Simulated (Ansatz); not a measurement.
# Glassy Al2O3 (200 atoms) under strain

Aim: relax glassy Al2O3 (200 atoms), then change its volume to read the bulk modulus from the stress.

Program: Ansatz 0.2.0. Level of theory: Kohn-Sham DFT, PBE, PAW (set soft_2), plane waves. Results are calculated unless marked as measured.

### Step 1. The structure

The cell holds 200 atoms: 80 Al and 120 O. Its edges and angles: a = 13.046 Å, b = 13.046 Å, c = 13.046 Å, α = 90.0°, β = 90.0°, γ = 90.0°. 200 atoms (80 Al, 120 O) placed at random at 3.05 g/cm³, melted at 4500 K for 20 ps at fixed volume with the Morse and Coulomb pair potential with partial charges (Pedone, Malavasi, Menziani, Cormack and Segre, J. Phys. Chem. B 110, 11780 (2006)). Quenched from 4500 K to 300 K at 20 K/ps and fixed volume, held 5 ps. The starting density is a measured one.

Limits known from the start: The quench rate of 20 K/ps is orders of magnitude faster than experiment, which tends to freeze in extra defects. The starting topology of bonds comes from the classical model, and needn't be the one that DFT or experiment would give. Sampling is at Γ alone.

### Step 2. Single point at the start

The forces at the start show how far the geometry lies from a minimum of this functional.

input.yaml reads:

```yaml
crystal:
  lattice:
    - [13.0461, 0.0, 0.0]
    - [0.0, 13.0461, 0.0]
    - [0.0, 0.0, 13.0461]
  atoms:
    - { symbol: Al, position: [0.15106, 0.63887, 0.5013] }
    - { symbol: Al, position: [0.39314, 0.05399, 0.30437] }
    - { symbol: Al, position: [0.7885, 0.14445, 0.74112] }
    - { symbol: Al, position: [0.4402, 0.57524, 0.72538] }
    - { symbol: Al, position: [0.92389, 0.60535, 0.44542] }
    - { symbol: Al, position: [0.09024, 0.24042, 0.37995] }
    - { symbol: Al, position: [0.39214, 0.88875, 0.49322] }
    - { symbol: Al, position: [0.94109, 0.84096, 0.73478] }
    - { symbol: Al, position: [0.23726, 0.13577, 0.95976] }
    - { symbol: Al, position: [0.21748, 0.44556, 0.41294] }
    - { symbol: Al, position: [0.62772, 0.7859, 0.19081] }
    - { symbol: Al, position: [0.52428, 0.76088, 0.55255] }
    - { symbol: Al, position: [0.27048, 0.4386, 0.64388] }
    - { symbol: Al, position: [0.93606, 0.19488, 0.98872] }
    - { symbol: Al, position: [0.44813, 0.90109, 0.12405] }
    - { symbol: Al, position: [0.87894, 0.10195, 0.17452] }
    - { symbol: Al, position: [0.67193, 0.54306, 0.78689] }
    - { symbol: Al, position: [0.51115, 0.61312, 0.09512] }
    - { symbol: Al, position: [0.81348, 0.36488, 0.85636] }
    - { symbol: Al, position: [0.34532, 0.29359, 0.23114] }
    - { symbol: Al, position: [0.82756, 0.51056, 0.25726] }
    - { symbol: Al, position: [0.47866, 0.70347, 0.32443] }
    - { symbol: Al, position: [0.85559, 0.72509, 0.24928] }
    - { symbol: Al, position: [0.48207, 0.17513, 0.56916] }
    - { symbol: Al, position: [0.09003, 0.62307, 0.72841] }
    - { symbol: Al, position: [0.85685, 0.58643, 0.05376] }
    - { symbol: Al, position: [0.73461, 0.75051, 0.64111] }
    - { symbol: Al, position: [0.15872, 0.8755, 0.45036] }
    - { symbol: Al, position: [0.836, 0.53543, 0.6682] }
    - { symbol: Al, position: [0.23205, 0.67324, 0.31181] }
    - { symbol: Al, position: [0.27265, 0.08134, 0.73005] }
    - { symbol: Al, position: [0.01078, 0.95985, 0.04552] }
    [... 162 atom lines left out ...]
    - { symbol: O, position: [0.45503, 0.29627, 0.14516] }
    - { symbol: O, position: [0.67042, 0.36148, 0.89113] }
    - { symbol: O, position: [0.63496, 0.6194, 0.88427] }
    - { symbol: O, position: [0.39713, 0.4869, 0.6265] }
    - { symbol: O, position: [0.86113, 0.26152, 0.77457] }
    - { symbol: O, position: [0.08492, 0.05415, 0.46565] }
kpoints:
  mp_grid: { grid: [1, 1, 1] }
hamiltonian:
  xc: pbe
scf:
  occupations: { method: fermi_dirac, width: 0.05 }
output:
  forces: true
```

Launch:

```sh
> ansatz run input.yaml --threads 4 --pin off --max-ram 8192MiB --backend cpu --events-out ev --progress --plain --runs-dir out
```

Numbers of over 12 decimals in the logs are rounded to 6 here.

The log of the run:

```text
Engine: ansatz 0.2.0, aarch64-unknown-linux-gnu
Pseudopotentials: kind: paw
Pseudopotential: Al, paw, valence charge 3, recommended cutoff 420 eV (normal), Al.paw.azcp
Pseudopotential: O, paw, valence charge 6, recommended cutoff 420 eV (normal), O.paw.azcp
[... 5 lines on functional and potentials left out ...]
Crystal: 200 atoms, lattice volume = 2220.456 Å³
Basis set: ecut = 420 eV, 43507 PW (Γ), exchange–correlation on 180×180×180 points (8 copies of the dense FFT grid, shifted against one another)
Bands: 680, of which v1, the nominal top of the filled ones, is band 480 counted from 1 (479 counted from 0)
Symmetry: 1 space group operations
Space group: P1 (ITA 1), of the structure as read, at distance tolerance 1.3e-4 Å
k-points: 1
[... 5 lines on functional and potentials left out ...]
Initial density: superposition of atomic densities (neutral atoms: chi_scale 0, normalization atom), corrected by the library's trained network
Initial wavefunctions: pseudopotential atomic-orbital guess
Functional: x = pbe(κ = 0.804, μ = 0.219515), c = pbe(β = 0.066725)
SCF iter   1: F=—  HF=-111351.916511 eV  |F-HF|=—  |Δ(HF+E_count)|=         —  Δρ=2.41e-3  dr2=2.33e-1  ethr=1.77e-3  ⟨swp⟩=6.0  Hψ=3052  notcnv=0  defer=88
preconditioner: auto → Resta (q_TF=auto, 2.372 Å⁻¹)  ε∞=3.5  [insulator: Δε(μ)=3.298 eV  Ē_g=15.542 eV  σ=0.050 eV  W_gap=1.00  n_scr=484 (ndim 8)  ℏωp=24.4 eV  f_vac=0.037  D(μ)=0.00/eV (n_scr^D=0)  ε∞_Penn≈3.5]
SCF iter   2: F=—  HF=-111351.885215 eV  |F-HF|=—  |Δ(HF+E_count)|=   3.13e-2  Δρ=1.31e-3  dr2=5.69e-2  ethr=2.43e-5  ⟨swp⟩=2.0  Hψ=1262  notcnv=0  defer=176
SCF iter   3: F=—  HF=-111351.885326 eV  |F-HF|=—  |Δ(HF+E_count)|=   1.10e-4  Δρ=6.12e-4  dr2=1.39e-2  ethr=5.92e-6  ⟨swp⟩=2.0  Hψ=879  notcnv=0  defer=52
automatic band count: iteration 3 solves 556 bands in place of 680: the levels show a gap, and the empty bands left out lie too high to hold charge; the band table lists the bands solved (type scf.n_extra_bands for more)
SCF iter   4: F=—  HF=-111351.883645 eV  |F-HF|=—  |Δ(HF+E_count)|=   1.68e-3  Δρ=1.88e-4  dr2=7.88e-4  ethr=1.45e-6  ⟨swp⟩=2.0  Hψ=881  notcnv=0  defer=52
SCF iter   5: F=—  HF=-111351.883789 eV  |F-HF|=—  |Δ(HF+E_count)|=   1.44e-4  Δρ=1.19e-4  dr2=2.46e-4  ethr=8.21e-8  ⟨swp⟩=2.0  Hψ=885  notcnv=0  defer=52
SCF iter   6: F=—  HF=-111351.883758 eV  |F-HF|=—  |Δ(HF+E_count)|=   3.08e-5  Δρ=2.72e-5  dr2=1.57e-5  ethr=2.56e-8  ⟨swp⟩=2.0  Hψ=967  notcnv=0  defer=52
SCF iter   7: F=—  HF=-111351.884999 eV  |F-HF|=—  |Δ(HF+E_count)|=   1.24e-3  Δρ=1.22e-5  dr2=2.62e-6  ethr=1.64e-9  ⟨swp⟩=2.0  Hψ=1036  notcnv=0  defer=68
SCF iter   8: F=—  HF=-111351.885001 eV  |F-HF|=—  |Δ(HF+E_count)|=   1.85e-6  Δρ=7.38e-6  dr2=9.68e-7  ethr=2.73e-10  ⟨swp⟩=2.0  Hψ=966  notcnv=0  defer=68
SCF iter   9: F=-111351.885001 eV  HF=-111351.885001 eV  |F-HF|=1.06e-8  |Δ(HF+E_count)|=   7.41e-8  Δρ=1.76e-6  dr2=5.65e-8  ethr=1.04e-11  ⟨swp⟩=3.0  Hψ=2018  notcnv=0
SCF 1 converged in 9 iterations: F = -111351.885001 eV  dr2 = 5.65e-8
  greatest PAW one-centre occupation: 0.866 electrons in one spin orbital (limit 2), on the O atom at site 121 (counted from 0), in its partial waves of l = 0
SCF converged after 9 iterations
Free energy (F): -111351.885001 eV
Harris-Foulkes:  -111351.885001 eV  (|F-HF|=1.06e-8)
Internal energy: -111351.885001 eV  (E = F + TS)
E sigma→0 (E₀):  -111351.885001 eV
Fermi energy:    6.949142 eV
--- Per-component energies (eV) ---
  E_band       = -1630.283886
  E_kinetic    = 23440.512835
  E_local      = -52110.569010  (includes V_loc(G=0)·N_el)
  E_nonlocal   = 6542.791672
  E_hartree    = 19490.550888
  E_xc         = -12177.183017
  E_vxc        = -13803.183216  (∫ρ·V_xc dr)
  E_paw        = -56451.259915  (= ΣΔE_a)
  E_vpaw       = -4681.227146  (= ΣTr[D̂ρ^β])
  E_aug_tail   = 0.302584  (compensation charges beyond the density's cutoff)
  E_ewald      = -40087.031038
  E_smearing   = -0.000000  (= −TS)
  E_closure    = 0.000000  (closes the sum)
  Σ components = -111351.885001   (vs F -111351.885001, Δ=0.00e0)
--- Forces (eV/Å), atoms counted from 1 ---
  atom   1  Al     0.01070957    -0.83355647     1.24217108
  atom   2  Al    -0.42835435     0.06938314    -0.68620691
  atom   3  Al    -1.09730177     0.08614182    -0.20386154
  atom   4  Al     1.88733977     0.31233004     0.10007644
  atom   5  Al     0.60241903     0.05169094    -0.69321750
  atom   6  Al    -0.15243072     0.93599932    -0.28366607
  atom   7  Al    -0.86157136     1.36469595     0.68728685
  atom   8  Al    -1.75888306     1.78108544    -0.01252317
  atom   9  Al     0.87555995     0.40629325    -0.76407618
  atom  10  Al     1.40517166    -0.55070358    -0.24609559
  atom  11  Al    -0.32104821     0.69388658    -0.43643912
  atom  12  Al     1.19387947    -0.38799424     0.71553614
  atom  13  Al    -1.20932081    -1.02774318    -0.81049234
  atom  14  Al     1.23197675     0.72176568    -0.54982347
[...]
atom 199  O     -0.91780207    -0.41805299    -0.14418594
  atom 200  O      0.83129630    -0.46366308     0.95991270
  max |Σ_I F_I| component: 2.72e-4 eV/Å
```

Wall time 47 s (4 threads of Arm Neoverse V1, shared host); peak memory 3.5 GiB; 3.1 min of CPU time.

The column dr2 measures how far the density is from self-consistency, as an energy; F and HF (Harris–Foulkes) agree once it is small.

The r.m.s. force at the start is 0.94 eV/Å.

### Step 3. Cell and atoms relaxed

Cell and atoms are freed together, to release stress as well as forces.

input.yaml reads:

```yaml
crystal:
  lattice:
    - [13.0461, 0.0, 0.0]
    - [0.0, 13.0461, 0.0]
    - [0.0, 0.0, 13.0461]
  atoms:
    [... the 200 atom lines of step 2 ...]
kpoints:
  mp_grid: { grid: [1, 1, 1] }
hamiltonian:
  xc: pbe
scf:
  occupations: { method: fermi_dirac, width: 0.05 }
output:
  forces: true
relax:
  f_tol: 0.05
  max_steps: 150
  cell: {}
```

The log of the run:

```text
[...]
Crystal: 200 atoms, lattice volume = 2220.456 Å³
Basis set: ecut = 420 eV, 43507 PW (Γ), exchange–correlation on 180×180×180 points (8 copies of the dense FFT grid, shifted against one another)
Bands: 680, of which v1, the nominal top of the filled ones, is band 480 counted from 1 (479 counted from 0)
Symmetry: 1 space group operations
[...]
k-points: 1
[...]
SCF iter   1: F=—  HF=-111351.916511 eV  |F-HF|=—  |Δ(HF+E_count)|=         —  Δρ=2.41e-3  dr2=2.33e-1  ethr=1.77e-3  ⟨swp⟩=6.0  Hψ=3052  notcnv=0  defer=88
[...]
SCF iter   8: F=—  HF=-111351.885001 eV  |F-HF|=—  |Δ(HF+E_count)|=   1.83e-6  Δρ=7.37e-6  dr2=9.65e-7  ethr=2.72e-10  ⟨swp⟩=2.0  Hψ=966  notcnv=0  defer=192
SCF iter   9: F=-111351.885001 eV  HF=-111351.885001 eV  |F-HF|=1.05e-8  |Δ(HF+E_count)|=   7.47e-8  Δρ=1.75e-6  dr2=5.53e-8  ethr=1.04e-11  ⟨swp⟩=2.0  Hψ=2130  notcnv=0
SCF 1 converged in 9 iterations: F = -111351.885001 eV  dr2 = 5.53e-8
[...]
relax step   1: F+E_penalty+E_count = -111351.88500123 eV  Δ(F+E_penalty+E_count) = +0.000e0 eV  max|allowed force component| = 4.585e0 eV/Å  Δτ_max = 0.0000 Å  P = +4.017 GPa  Ω = 2220.456 Å³  (9 SCF iters, dr2 threshold 1.00e-7 eV, accepted)
[... from here on, the SCF cycles and remarks between the steps are left out ...]
relax step   2: F+E_penalty+E_count = -111358.55597865 eV  Δ(F+E_penalty+E_count) = -6.671e0 eV  max|allowed force component| = 2.459e0 eV/Å  Δτ_max = 0.1368 Å  P = +1.856 GPa  Ω = 2239.245 Å³  energy of the carried Pulay correction = -7.480e-2 eV  (7 SCF iters, dr2 threshold 2.00e-5 eV, accepted)
relax step   3: F+E_penalty+E_count = -111363.02202310 eV  Δ(F+E_penalty+E_count) = -4.466e0 eV  max|allowed force component| = 7.261e-1 eV/Å  Δτ_max = 0.2000 Å  P = +0.495 GPa  Ω = 2244.124 Å³  energy of the carried Pulay correction = -9.413e-2 eV  (7 SCF iters, dr2 threshold 2.00e-5 eV, accepted)
relax step   4: F+E_penalty+E_count = -111363.72817961 eV  Δ(F+E_penalty+E_count) = -7.062e-1 eV  max|allowed force component| = 2.199e-1 eV/Å  Δτ_max = 0.2000 Å  P = +0.089 GPa  Ω = 2242.225 Å³  energy of the carried Pulay correction = -8.661e-2 eV  (7 SCF iters, dr2 threshold 2.00e-5 eV, accepted)
relax step   5: F+E_penalty+E_count = -111363.94847554 eV  Δ(F+E_penalty+E_count) = -2.203e-1 eV  max|allowed force component| = 7.970e-2 eV/Å  Δτ_max = 0.2000 Å  P = -0.013 GPa  Ω = 2235.969 Å³  energy of the carried Pulay correction = -6.181e-2 eV  (8 SCF iters, dr2 threshold 3.02e-6 eV, accepted)
relax step   6: F+E_penalty+E_count = -111364.02071876 eV  Δ(F+E_penalty+E_count) = -7.224e-2 eV  max|allowed force component| = 1.064e-1 eV/Å  Δτ_max = 0.2000 Å  P = +0.001 GPa  Ω = 2232.076 Å³  energy of the carried Pulay correction = -4.634e-2 eV  (9 SCF iters, dr2 threshold 3.97e-7 eV, accepted)
relax step   7: F+E_penalty+E_count = -111364.06795089 eV  Δ(F+E_penalty+E_count) = -4.723e-2 eV  max|allowed force component| = 1.241e-1 eV/Å  Δτ_max = 0.2000 Å  P = +0.048 GPa  Ω = 2235.689 Å³  energy of the carried Pulay correction = -6.070e-2 eV  (9 SCF iters, dr2 threshold 7.08e-7 eV, accepted)
relax step   8: F+E_penalty+E_count = -111364.15810796 eV  Δ(F+E_penalty+E_count) = -9.016e-2 eV  max|allowed force component| = 1.930e-1 eV/Å  Δτ_max = 0.2000 Å  P = +0.029 GPa  Ω = 2238.002 Å³  energy of the carried Pulay correction = -6.987e-2 eV  (9 SCF iters, dr2 threshold 9.62e-7 eV, accepted)
relax step   9: F+E_penalty+E_count = -111364.20104926 eV  Δ(F+E_penalty+E_count) = -4.294e-2 eV  max|allowed force component| = 2.293e-1 eV/Å  Δτ_max = 0.2000 Å  P = -0.021 GPa  Ω = 2237.326 Å³  energy of the carried Pulay correction = -6.719e-2 eV  (7 SCF iters, dr2 threshold 2.33e-6 eV, accepted)
relax step  10: F+E_penalty+E_count = -111364.23245394 eV  Δ(F+E_penalty+E_count) = -3.140e-2 eV  max|allowed force component| = 5.873e-2 eV/Å  Δτ_max = 0.1005 Å  P = +0.017 GPa  Ω = 2236.214 Å³  energy of the carried Pulay correction = -6.278e-2 eV  (7 SCF iters, dr2 threshold 3.29e-6 eV, accepted)
relax step  11: F+E_penalty+E_count = -111364.23033523 eV  Δ(F+E_penalty+E_count) = +2.119e-3 eV  max|allowed force component| = 2.797e-2 eV/Å  Δτ_max = 0.0219 Å  P = -0.008 GPa  Ω = 2237.006 Å³  energy of the carried Pulay correction = -6.592e-2 eV  (7 SCF iters, dr2 threshold 2.16e-7 eV, accepted)
relax step  12: F+E_penalty+E_count = -111364.27060812 eV  Δ(F+E_penalty+E_count) = -4.027e-2 eV  max|allowed force component| = 2.809e-2 eV/Å  Δτ_max = 0.0000 Å  P = +0.057 GPa  Ω = 2237.006 Å³  stress off target by 1.37e-1 GPa  SCF on the basis re-selected at this cell (its energy is not comparable with the rows above)  (6 SCF iters)
relax step  13: F+E_penalty+E_count = -111364.26642197 eV  Δ(F+E_penalty+E_count) = +4.186e-3 eV  max|allowed force component| = 2.007e-2 eV/Å  Δτ_max = 0.0173 Å  P = -0.013 GPa  Ω = 2238.152 Å³  energy of the carried Pulay correction = -5.048e-3 eV  (8 SCF iters, dr2 threshold 4.67e-8 eV, accepted)
relax step  14: F+E_penalty+E_count = -111364.27374856 eV  Δ(F+E_penalty+E_count) = -7.327e-3 eV  max|allowed force component| = 2.003e-2 eV/Å  Δτ_max = 0.0000 Å  P = -0.011 GPa  Ω = 2238.152 Å³  stress off target by 3.14e-2 GPa  SCF on the basis re-selected at this cell (its energy is not comparable with the rows above)  (5 SCF iters)
[...]
SCF converged after 5 iterations
Free energy (F): -111364.273749 eV
[...]
Internal energy: -111364.273749 eV  (E = F + TS)
E sigma→0 (E₀):  -111364.273749 eV
Fermi energy:    6.957100 eV
[...]
Σ components = -111364.273749   (vs F -111364.273749, Δ=0.00e0)
--- Forces (eV/Å), atoms counted from 1 ---
  atom   1  Al     0.00302257     0.00128636     0.00415760
  atom   2  Al    -0.00193878    -0.00144908     0.00159078
  atom   3  Al    -0.00968703    -0.00180306    -0.00253195
  atom   4  Al    -0.00394172     0.00502650     0.00212938
[...]
atom 200  O      0.00171169    -0.00017857     0.00201455
  max |Σ_I F_I| component: 7.33e-5 eV/Å
--- Stress (GPa, compression-positive) ---
        0.000962      -0.013610      -0.011761
       -0.013615      -0.021305      -0.003337
       -0.011754      -0.003347      -0.011431
  P = ⅓ Tr σ = -0.0106 GPa (-0.106 kbar)
--- Relaxed structure (12 steps of the walk, 12 accepted, 2 SCFs on fresh bases) ---
  F+E_penalty+E_count = -111364.27374856 eV   max|allowed force component| = 2.003e-2 eV/Å   (the final SCF, on the basis selected at the relaxed cell)
  cell:  # Å, volume = 2238.1521 Å³
    - [13.031300, 0.051007, 0.069785]
    - [0.051007, 13.139735, 0.048063]
    - [0.069785, 0.048063, 13.071940]
  atoms:
    - { symbol: Al, position: [0.131664, 0.646644, 0.496140] }
    - { symbol: Al, position: [0.390114, 0.052983, 0.300621] }
    - { symbol: Al, position: [0.769173, 0.165392, 0.750456] }
    - { symbol: Al, position: [0.446058, 0.576419, 0.717087] }
[...]
- { symbol: O, position: [0.084648, 0.049826, 0.458108] }
```

It took 11 min on 4 threads; peak memory 3.6 GiB; 45 min of CPU time.

The relaxation converged after 12 steps, with a largest force component of 0.020 eV/Å.

### Step 4. Single point at the relaxed geometry

One more single point at the end of the walk gives the fuller output and checks the residual forces.

input.yaml reads:

```yaml
crystal:
  lattice:
    - [13.0313, 0.05101, 0.06979]
    - [0.05101, 13.13973, 0.04806]
    - [0.06979, 0.04806, 13.07194]
  atoms:
    - { symbol: Al, position: [0.13166, 0.64664, 0.49614] }
    - { symbol: Al, position: [0.39011, 0.05298, 0.30062] }
    - { symbol: Al, position: [0.76917, 0.16539, 0.75046] }
    - { symbol: Al, position: [0.44606, 0.57642, 0.71709] }
    - { symbol: Al, position: [0.926, 0.59566, 0.44105] }
    - { symbol: Al, position: [0.08799, 0.24075, 0.3762] }
    [... 188 atom lines left out ...]
    - { symbol: O, position: [0.44795, 0.2929, 0.13844] }
    - { symbol: O, position: [0.6668, 0.37114, 0.88722] }
    - { symbol: O, position: [0.63998, 0.58576, 0.89843] }
    - { symbol: O, position: [0.39486, 0.48495, 0.62276] }
    - { symbol: O, position: [0.84744, 0.26814, 0.79008] }
    - { symbol: O, position: [0.08465, 0.04983, 0.45811] }
kpoints:
  mp_grid: { grid: [1, 1, 1] }
hamiltonian:
  xc: pbe
scf:
  occupations: { method: fermi_dirac, width: 0.05 }
output:
  forces: true
  stress: true
  populations: intrinsic
  dos:
    method: { smearing: { sigma: 0.08 } }
    de: 0.1
    projected: { site_lists: { Al: [Al], O: [O] } }
  eigenvalues: true
  write_density: true
  write_potential: true
  volumetric_format: npy
  elf: true
```

The log of the run:

```text
[...]
Crystal: 200 atoms, lattice volume = 2238.151 Å³
Basis set: ecut = 420 eV, 43695 PW (Γ), exchange–correlation on 180×180×180 points (8 copies of the dense FFT grid, shifted against one another)
Bands: 680, of which v1, the nominal top of the filled ones, is band 480 counted from 1 (479 counted from 0)
Symmetry: 1 space group operations
[...]
k-points: 1
[...]
SCF iter   1: F=—  HF=-111364.313614 eV  |F-HF|=—  |Δ(HF+E_count)|=         —  Δρ=2.44e-3  dr2=2.92e-1  ethr=1.77e-3  ⟨swp⟩=6.0  Hψ=3015  notcnv=0  defer=86
[...]
SCF iter   9: F=-111364.273747 eV  HF=-111364.273747 eV  |F-HF|=2.44e-8  |Δ(HF+E_count)|=   7.92e-9  Δρ=1.80e-6  dr2=6.09e-8  ethr=1.04e-11  ⟨swp⟩=17.0  Hψ=5733  notcnv=0
SCF 1 converged in 9 iterations: F = -111364.273747 eV  dr2 = 6.09e-8
[...]
SCF converged after 9 iterations
Free energy (F): -111364.273747 eV
[...]
Internal energy: -111364.273747 eV  (E = F + TS)
E sigma→0 (E₀):  -111364.273747 eV
Fermi energy:    6.957014 eV
[...]
--- Forces (eV/Å), atoms counted from 1 ---
  atom   1  Al     0.00466476     0.00337565     0.00515249
  atom   2  Al    -0.00005193    -0.00083707     0.00253753
  atom   3  Al    -0.00860127    -0.00153538    -0.00381053
  atom   4  Al    -0.00320397     0.00417539     0.00031224
  atom   5  Al    -0.00388326     0.00149402    -0.00129071
  atom   6  Al     0.00164744     0.00052137    -0.00378472
  atom   7  Al    -0.00159390     0.00595617    -0.00130183
  atom   8  Al    -0.00197602    -0.00216116     0.00397626
  atom   9  Al    -0.00293692    -0.00246951     0.00214088
  atom  10  Al     0.00158993     0.00286332     0.00170529
  atom  11  Al     0.00138501     0.01269235    -0.00237555
  atom  12  Al     0.00445022     0.00162972     0.00169280
  atom  13  Al    -0.00277412    -0.00572848    -0.00159236
  atom  14  Al     0.00654685     0.00099969     0.00534563
[...]
atom 199  O      0.00808001    -0.00148400     0.00446180
  atom 200  O      0.00082665    -0.00091348     0.00047914
  max |Σ_I F_I| component: 1.17e-4 eV/Å
--- Stress (GPa, compression-positive) ---
        0.001529      -0.013244      -0.012260
       -0.013249      -0.020820      -0.003210
       -0.012254      -0.003220      -0.012454
  P = ⅓ Tr σ = -0.0106 GPa (-0.106 kbar)
--- Band table (eV) ---
[...]
--- intrinsic populations: 200 sites ---
  site symbol       q [e]
     0     Al      1.6814
     1     Al      1.6612
     2     Al      1.6413
[...]
199      O      6.8882
  spilling = 0.000000 (of n_electrons = 960.000000)
```

Wall time 93 s (4 threads); peak memory 3.7 GiB.

Read from the output:

```
free energy                                      : -111364.2737 eV
free energy per atom                             : -556.8214 eV/atom
SCF cycles                                       : 9
pressure                                         : -0.01058 GPa
r.m.s. force component                           : 0.00371 eV/Å
longest force                                    : 0.02315 eV/Å
Fermi energy                                     : 6.957 eV
gap (highest filled to lowest empty level) : 2.997 eV
```

[end of part 1 of 2]

[Logs are printed without paths, hosts, clocks, repeated set-up lines and the standing remarks that a program may print on its own settings, such as how far it seeks lower states.]

[Hosts, paths, dates, database ids (printed as entryN), source tags and the programs' standing remarks are cut or masked in the printed files.]
